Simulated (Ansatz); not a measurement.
BeS (NiAs type), relaxed with r2SCAN in the plane-wave code Ansatz. Space group P6_3/mmc (No. 194), hexagonal; a = 3.300 Å, c = 5.255 Å in the conventional setting, 12.39 Å³ an atom. Be is surrounded by 6 S at 2.31 Å; S is surrounded by 6 Be at 2.31 Å.

The axes x, y and z are those of this cell:
```yaml
crystal:
  lattice:
    - [3.30024, 0.00000, 0.00000]
    - [-1.65012, 2.85809, 0.00000]
    - [0.00000, 0.00000, 5.25522]
  atoms:
    - { symbol: Be, position: [0.00000, 0.00000, 0.00000] }
    - { symbol: Be, position: [0.00000, 0.00000, 0.50000] }
    - { symbol: S, position: [0.33333, 0.66667, 0.25000] }
    - { symbol: S, position: [0.66667, 0.33333, 0.75000] }
```

Unstrained: With PBE the valence top lies at Γ and the conduction bottom at K, 1.458 eV higher; the smallest vertical gap, at Γ, is 3.449 eV. r2SCAN gives an indirect gap of 1.807 eV, from Γ to K; the least direct gap is 4.041 eV at Γ. HSE06 gives an indirect gap of 2.265 eV, from Γ to K; the least direct gap is 4.430 eV at Γ. Meshes: PBE 12×12×6, r2SCAN 12×12×6, HSE06 6×6×4. Strains are changes of length per length. After each strain the atoms were relaxed again with r2SCAN within the symmetry that the strain leaves, so tilts or polar shifts that break it weren't tested; points keep the names that they have in the unstrained zone. (Calculated; spin-unpolarised; the phase may be known or hypothetical.)

(1) Apply isotropic +2.55 % on every length. How far does the gap move, against the unstrained cell?

(2) Estimate what uniaxial -4.88 % along z, other directions held does to the gap.

Answers

(1) PBE: the gap goes from 1.458 to 1.492 eV (+0.034 eV). r2SCAN: the gap goes from 1.807 to 1.860 eV (+0.053 eV). HSE06: the gap goes from 2.265 to 2.297 eV (+0.032 eV). The r2SCAN energy rises by 23.7 meV an atom.

(2) PBE: the gap goes from 1.458 to 1.063 eV (-0.395 eV). r2SCAN: the gap goes from 1.807 to 1.386 eV (-0.421 eV). HSE06: the gap goes from 2.265 to 1.845 eV (-0.420 eV). The r2SCAN energy rises by 24.5 meV an atom.

The meshes of the hybrids are coarse, so their gaps aren't converged to the digits shown.
